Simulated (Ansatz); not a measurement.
Runs of Ansatz 0.2.0 on CoO. Symmetry: Pm-3m, No. 221, cubic system. Conventional cell: a = 2.571 Å, b = 2.571 Å, c = 2.571 Å, α = 90.00°, β = 90.00°, γ = 90.00°. Around Co (site symmetry m-3m) lie 8 O at 2.23 Å. Around O (site symmetry m-3m) lie 8 Co at 2.23 Å. Measurements of this composition are mostly on another form, of space group No. 225.

| level | spin | U | hubbard projectors | double counting | gap on the mesh (eV) | pressure (GPa) | moment (μB) |
| --- | --- | --- | --- | --- | --- | --- | --- |
| LDA+U | collinear, program default start | Co d U = 4 eV | ortho-atomic (the default) | fll (the default) | (a) | 4.1 | 3.00 |
| PBE+U | off | Co d U = 7 eV | ortho-atomic (the default) | fll (the default) | none | -1.1 | - |
| LDA+U | off | Co d U = 4 eV | ortho-atomic (the default) | fll (the default) | none | -21.6 | - |
| LDA | collinear, random start | - | - | - | none | -8.5 | 3.00 |
| LDA | collinear, ferromagnetic start | - | - | - | none | -8.5 | 3.00 |

Alike in all rows: task single point; potentials or basis Ansatz PAW; cell as given; k mesh 7 × 7 × 7; cutoff (eV) 420; smearing gaussian 0.05 eV.

Q: Estimate the missing entries.

A: (a) 1.47.

Caveats: the PAW data sets come from PBE, with cores solved anew for the run's functional, which leaves a small shift of forces and pressure (some runs); a cell with one magnetic atom can't hold antiferromagnetic order, which such compounds often take (some runs); an odd number of electrons without spin polarisation forces a metal (some runs); a magnetic or distorted state may lie lower (some runs); U without spin polarisation on a metal has little footing (some runs); semilocal functionals often make such compounds metallic where correlation or magnetic order opens a gap, which also shifts bond lengths (some runs); the magnetic or orbital state may not be the lowest (some runs).

A k mesh can miss the band edges.

A gap of «none» marks a metal or a gap under the smearing width.
